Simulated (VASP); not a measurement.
Si:

```
Si
1.0
     0.00000    2.71356    2.71356
     2.71356    0.00000    2.71356
     2.71356    2.71356    0.00000
Si
2
Direct
  0.25000 0.25000 0.25000
  0.00000 0.00000 0.00000
```

```yaml
Program: VASP 6.6.1
Task: relaxation of cell and atoms
Functional: PBE
Potentials_or_basis: VASP PAW PBE potentials, release 64 (Si)
Cutoff: 520 eV
k_mesh: 14 × 14 × 14
Occupations: gaussian, width 0.1 eV
Spin: no spin polarisation
```

At the start: pressure 2.1 GPa; volume 19.98 Å³/atom.

**Question.** Where does the relaxation end?

**Answer.** Over 3 steps the energy falls by 3.0 meV/atom and the volume is 20.44 Å³/atom (+2.3 %); space group Fd-3m (No. 227, to 0.05 Å).

The path:
| step | energy change (eV) | largest force (eV/Å) | pressure (GPa) | volume (Å³) |
| --- | --- | --- | --- | --- |
| 1 | 0.0000 | 0.0000 | 2.14 | 39.96 |
| 2 | -0.0033 | 0.0000 | -1.33 | 41.52 |
| 3 | -0.0060 | 0.0000 | 0.01 | 40.88 |

Final structure:
```yaml
crystal:
  lattice:
    - [0.00000, 2.73423, 2.73423]
    - [2.73423, 0.00000, 2.73423]
    - [2.73423, 2.73423, 0.00000]
  atoms:
    - { symbol: Si, position: [0.25000, 0.25000, 0.25000] }
    - { symbol: Si, position: [0.00000, 0.00000, 0.00000] }
```
